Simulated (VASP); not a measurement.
# PbF2 (Fluorocronite) (Fm-3m) in VASP: single point with PBE

Aim: the single point of PbF2 (Fluorocronite) with PBE.

Everything below comes from runs of VASP 6.6.1. Logs are shortened: lines on timing, memory, paths and dates and some standing lists are left out, and cuts for length are marked.

**1. Starting point**

Symmetry: Fm-3m, No. 225, cubic system. The conventional cell has a = 5.927 Å, b = 5.927 Å, c = 5.927 Å, α = 90.00°, β = 90.00°, γ = 90.00°. Around Pb (site symmetry m-3m) lie 8 F at 2.57 Å. F (site symmetry -43m) has 4 Pb at 2.57 Å as nearest neighbours.

**2. Single point, PBE**

The input, INCAR:

```
SYSTEM = PbF2
ALGO = Normal ; EDIFF = 1E-6
ENCUT = 500 ; GGA = PE
ISIF = 2 ; ISMEAR = 0
LASPH = .TRUE. ; LCHARG = .FALSE.
LREAL = .FALSE. ; LWAVE = .FALSE.
NBANDS = 22 ; NELM = 60
PREC = Accurate ; SIGMA = 0.02
```

The input, KPOINTS:

```
k-points
0
G
  4 4 4
  0 0 0
```

The input, POSCAR:

```
PbF2
1.0
    0.0000000000      2.9636600000      2.9636600000
    2.9636600000      0.0000000000      2.9636600000
    2.9636600000      2.9636600000      0.0000000000
Pb F
1 2
Direct
    0.0000000000      0.0000000000      0.0000000000
    0.7500000000      0.7500000000      0.7500000000
    0.2500000000      0.2500000000      0.2500000000
```

Potentials or basis: VASP PAW PBE potentials, release 64 (Pb_d_GW, F_GW).

Run with:

```console
$ cat potpaw_PBE.64/Pb_d_GW/POTCAR potpaw_PBE.64/F_GW/POTCAR > POTCAR
$ mpirun -np 1 vasp_std > vasp.out
```

OUTCAR:

```text
SYSTEM = PbF2
   EDIFF = 1E-6
   ENCUT = 500
   GGA = PE
   ISIF = 2
   ISMEAR = 0
   LASPH = .TRUE.
   LREAL = .FALSE.
   NELM = 60
   PREC = Accurate

 ion  position               nearest neighbor table
   1  0.000  0.000  0.000-
   2  0.750  0.750  0.750-
   3  0.250  0.250  0.250-

  LATTYP: Found a face centered cubic cell.
 ALAT       =     5.9273200000

  Lattice vectors:

 A1 = (   0.0000000000,   2.9636600000,   2.9636600000)
 A2 = (   2.9636600000,   0.0000000000,   2.9636600000)
 A3 = (   2.9636600000,   2.9636600000,   0.0000000000)

Analysis of symmetry for initial positions (statically):
=====================================================================
 Subroutine PRICEL returns:
 Original cell was already a primitive cell.

 Routine SETGRP: Setting up the symmetry group for a
 face centered cubic supercell.

 Subroutine GETGRP returns: Found 48 space group operations
 (whereof 48 operations were pure point group operations)
 out of a pool of 48 trial point group operations.

The static configuration has the point symmetry O_h .

Analysis of symmetry for dynamics (positions and initial velocities):
=====================================================================
 Subroutine PRICEL returns:
 Original cell was already a primitive cell.

 Routine SETGRP: Setting up the symmetry group for a
 face centered cubic supercell.

 Subroutine GETGRP returns: Found 48 space group operations
 (whereof 48 operations were pure point group operations)
 out of a pool of 48 trial point group operations.

The dynamic configuration has the point symmetry O_h .

 Subroutine INISYM returns: Found 48 space group operations
 (whereof 48 operations are pure point group operations),
 and found     1 'primitive' translations

----------------------------------------------------------------------------------------

                                     Primitive cell

  volume of cell :      52.0613

  direct lattice vectors                    reciprocal lattice vectors
     0.000000000  2.963660000  2.963660000    -0.168710311  0.168710311  0.168710311
     2.963660000  0.000000000  2.963660000     0.168710311 -0.168710311  0.168710311
     2.963660000  2.963660000  0.000000000     0.168710311  0.168710311 -0.168710311

  length of vectors
     4.191248166  4.191248166  4.191248166     0.292214830  0.292214830  0.292214830

  position of ions in fractional coordinates (direct lattice)
     0.000000000  0.000000000  0.000000000
     0.750000000  0.750000000  0.750000000
     0.250000000  0.250000000  0.250000000

  ion indices of the primitive-cell ions
   primitive index   ion index
                 1           1
                 2           2
                 3           3

----------------------------------------------------------------------------------------

 KPOINTS: k-points

Automatic generation of k-mesh.
 Grid dimensions read from file:
 generate k-points for:    4    4    4

 Generating k-lattice:

  Cartesian coordinates                     Fractional coordinates (reciprocal lattice)
    -0.042177578  0.042177578  0.042177578     0.250000000  0.000000000  0.000000000
     0.042177578 -0.042177578  0.042177578     0.000000000  0.250000000  0.000000000
     0.042177578  0.042177578 -0.042177578     0.000000000  0.000000000  0.250000000

  Length of vectors
     0.073053708  0.073053708  0.073053708

  Shift w.r.t. Gamma in fractional coordinates (k-lattice)
     0.000000000  0.000000000  0.000000000

 Subroutine IBZKPT returns following result:
 ===========================================

 Found      8 irreducible k-points:

 Following reciprocal coordinates:
            Coordinates               Weight
  0.000000  0.000000  0.000000      1.000000
  0.250000  0.000000  0.000000      8.000000
  0.500000  0.000000  0.000000      4.000000
  0.250000  0.250000  0.000000      6.000000
  0.500000  0.250000  0.000000     24.000000
 -0.250000  0.250000  0.000000     12.000000
  0.500000  0.500000  0.000000      3.000000
 -0.250000  0.500000  0.250000      6.000000
   k-points           NKPTS =      8   k-points in BZ     NKDIM =      8   number of bands    NBANDS=     22
   number of dos      NEDOS =    301   number of ions     NIONS =      3
   total plane-waves  NPLWV =  32768
   dimension x,y,z NGX =    32 NGY =   32 NGZ =   32
   dimension x,y,z NGXF=    64 NGYF=   64 NGZF=   64
   ions per type =               1   2
   NGX,Y,Z   is equivalent  to a cutoff of  12.69, 12.69, 12.69 a.u.
   NGXF,Y,Z  is equivalent  to a cutoff of  25.39, 25.39, 25.39 a.u.
 SYSTEM =  PbF2
   PREC   = accura    normal or accurate (medium, high low for compatibility)
   ISTART =      0    job   : 0-new  1-cont  2-samecut
   ICHARG =      2    charge: 1-file 2-atom 10-const
   ISPIN  =      1    spin polarized calculation?
   LNONCOLLINEAR =      F non collinear calculations
   LSORBIT =      F    spin-orbit coupling
   LASPH  =      T    aspherical Exc in radial PAW
   ENCUT  =  500.0 eV  36.75 Ry    6.06 a.u.   7.64  7.64  7.64*2*pi/ulx,y,z
   NELM   =     60;   NELMIN=  2; NELMDL= -5     # of ELM steps
   EDIFF  = 0.1E-05   stopping-criterion for ELM
   LREAL  =      F    real-space projection
   EDIFFG = 0.1E-04   stopping-criterion for IOM
   NSW    =      0    number of steps for IOM
   IBRION =     -1    ionic relax: 0-MD 1-quasi-New 2-CG
   NFREE  =      0    steps in history (QN), initial steepest desc. (CG)
   ISIF   =      2    stress and relaxation
   ISYM   =      2    0-nonsym 1-usesym 2-fastsym
   POTIM  = 0.5000    time-step for ionic-motion
   TEBEG  =    0.0;   TEEND  =   0.0 temperature during run
   PSTRESS=    0.0 pullay stress
   NELECT =      30.0000    total number of electrons
   NUPDOWN=      -1.0000    fix difference up-down
   EMIN   =  10.00;   EMAX   =-10.00  energy-range for DOS
   EFERMI =   0.00;   METHOD = LEGACY
   ISMEAR =     0;   SIGMA  =   0.02  broadening in eV -4-tet -1-fermi 0-gaus
   EFERMI_NEDOS =   21; number of points for ismear=-14 and -15
   IALGO  =     38    algorithm
   IMIX   =      4    mixing-type and parameters
     AMIX     =   0.40;   BMIX     =  1.00
     AMIX_MAG =   1.60;   BMIX_MAG =  1.00
  volume/ion in A,a.u.               =      17.35       117.11
  Fermi-wavevector in a.u.,A,eV,Ry     =   1.362313  2.574398 25.251004  1.855896
  Thomas-Fermi vector in A             =   2.488813
   LORBIT       =      0    0 simple, 1 ext, 2 COOP (PROOUT), +10 PAW based schemes
   GGA     = PE    functional components
   LHFCALC =     F    Hartree Fock is set to
   AEXX    =    0.0000 exact exchange contribution
   IVDW    =     0    specifies the selected vdW correction
   LEPSILON=     F    determine dielectric tensor
   LRPA    =     F    only Hartree local field effects (RPA)
 non-spin polarized calculation
 Gauss-broadening in eV      SIGMA  =   0.02
  energy-cutoff  :      500.00
  volume of cell :       52.06
 maximum number of plane-waves:      1363
 NGX is ok and might be reduce to    32
   NGX = 15   NGY = 15   NGZ = 15

 number of electron      29.9999989 magnetization

 Free energy of the ion-electron system (eV)
  ---------------------------------------------------
  ext. energy  EPLUGINS =         0.00000000
  ---------------------------------------------------
  free energy    TOTEN  =       -14.33852648 eV

  energy without entropy =      -14.33852648  energy(sigma->0) =      -14.33852648

 E-fermi :   0.6153     XC(G=0):  -9.4790

 val. band max:        0.1542124691   @ k =  -0.2500   0.5000   0.2500
 cond. band min:       4.5755399664   @ k =   0.5000   0.5000   0.0000
 fundamental gap:      4.4213274973
 Fermi energy:         0.6152533678

 k-point     1 :       0.0000    0.0000    0.0000
  band No.  band energies     occupation
      1    -136.8511      2.00000
      2     -20.9410      2.00000
      3     -20.3216      2.00000
      4     -14.2337      2.00000
      5     -14.2337      2.00000
      6     -14.2337      2.00000
[... 14 lines left out ...]
     21      15.3187      0.00000
     22      17.6778      0.00000

 k-point     2 :       0.2500    0.0000    0.0000
  band No.  band energies     occupation
      1    -136.8509      2.00000
      2     -20.8307      2.00000
      3     -20.4174      2.00000
      4     -14.2177      2.00000
      5     -14.2177      2.00000
      6     -14.1705      2.00000
[... 14 lines left out ...]
     21      14.3229      0.00000
     22      15.8374      0.00000

 k-point     3 :       0.5000    0.0000    0.0000
  band No.  band energies     occupation
      1    -136.8510      2.00000
      2     -20.6525      2.00000
      3     -20.5809      2.00000
      4     -14.2175      2.00000
      5     -14.2175      2.00000
      6     -14.1484      2.00000
[... 14 lines left out ...]
     21      13.9141      0.00000
     22      14.4136      0.00000

 k-point     4 :       0.2500    0.2500    0.0000
  band No.  band energies     occupation
      1    -136.8509      2.00000
      2     -20.8032      2.00000
      3     -20.4385      2.00000
      4     -14.1935      2.00000
      5     -14.1900      2.00000
      6     -14.1900      2.00000
[... 14 lines left out ...]
     21      15.8620      0.00000
     22      15.8703      0.00000

 k-point     5 :       0.5000    0.2500    0.0000
  band No.  band energies     occupation
      1    -136.8508      2.00000
      2     -20.6631      2.00000
      3     -20.5572      2.00000
      4     -14.2005      2.00000
      5     -14.1831      2.00000
      6     -14.1485      2.00000
[... 14 lines left out ...]
     21      15.8053      0.00000
     22      16.6776      0.00000

 k-point     6 :      -0.2500    0.2500    0.0000
  band No.  band energies     occupation
      1    -136.8508      2.00000
      2     -20.7061      2.00000
      3     -20.5225      2.00000
      4     -14.1946      2.00000
      5     -14.1865      2.00000
      6     -14.1794      2.00000
[... 14 lines left out ...]
     21      15.5821      0.00000
     22      17.2399      0.00000

 k-point     7 :       0.5000    0.5000    0.0000
  band No.  band energies     occupation
      1    -136.8507      2.00000
      2     -20.6578      2.00000
      3     -20.5510      2.00000
      4     -14.2130      2.00000
      5     -14.1520      2.00000
      6     -14.1448      2.00000
[... 14 lines left out ...]
     21      16.8268      0.00000
     22      17.4442      0.00000

 k-point     8 :      -0.2500    0.5000    0.2500
  band No.  band energies     occupation
      1    -136.8508      2.00000
      2     -20.6056      2.00000
      3     -20.6056      2.00000
      4     -14.1973      2.00000
      5     -14.1666      2.00000
      6     -14.1448      2.00000
[... 14 lines left out ...]
     21      16.3383      0.00000
     22      16.3383      0.00000

------------------------ aborting loop because EDIFF is reached ----------------------------------------

  FORCE on cell =-STRESS in cart. coord.  units (eV):
  Direction    XX          YY          ZZ          XY          YZ          ZX
  --------------------------------------------------------------------------------------
  -------------------------------------------------------------------------------------
  Total       -0.3708207     -0.3708207     -0.3708207     -0.0000000      0.0000000     -0.0000000
  in kB      -11.4119394    -11.4119394    -11.4119394     -0.0000000      0.0000000     -0.0000000
  external PRESSURE =     -11.4119394 kB  Pullay stress =       0.0000000 kB

 VOLUME and BASIS-vectors are now :
 -----------------------------------------------------------------------------
  energy-cutoff  :      500.00
  volume of cell :       52.06
      direct lattice vectors                 reciprocal lattice vectors
     0.000000000  2.963660000  2.963660000    -0.168710311  0.168710311  0.168710311
     2.963660000  0.000000000  2.963660000     0.168710311 -0.168710311  0.168710311
     2.963660000  2.963660000  0.000000000     0.168710311  0.168710311 -0.168710311

 POSITION                                       TOTAL-FORCE (eV/Angst)
 -----------------------------------------------------------------------------------
      0.00000      0.00000      0.00000         0.000000     -0.000000      0.000000
      4.44549      4.44549      4.44549        -0.000000      0.000000     -0.000000
      1.48183      1.48183      1.48183         0.000000     -0.000000      0.000000
 -----------------------------------------------------------------------------------
    total drift:                                0.000000     -0.000000      0.000000

  FREE ENERGIE OF THE ION-ELECTRON SYSTEM (eV)
  ---------------------------------------------------
  free  energy   TOTEN  =       -14.3385264842 eV

  energy  without entropy=      -14.3385264842  energy(sigma->0) =      -14.33852648
```

It took 11 s on 1 thread of Intel Xeon Platinum 8375C at 2.90GHz (Ice Lake), shared host; peak memory 0.18 GiB.

What came out:

```yaml
Free_energy: -14.3385 eV
Band_gap_on_the_k_mesh: 4.42 eV, indirect (least direct gap 4.57 eV)
```

Caveat: the k mesh is coarse (spacing up to 0.46 Å⁻¹), so the values aren't converged; the cutoff is under 1.25 times the usual one of these potentials, so pressure, stress and relaxed cells hold a basis-set (Pulay) error; spin-orbit coupling is left out, which as a rule narrows the gap of such compounds by several tenths of an eV.
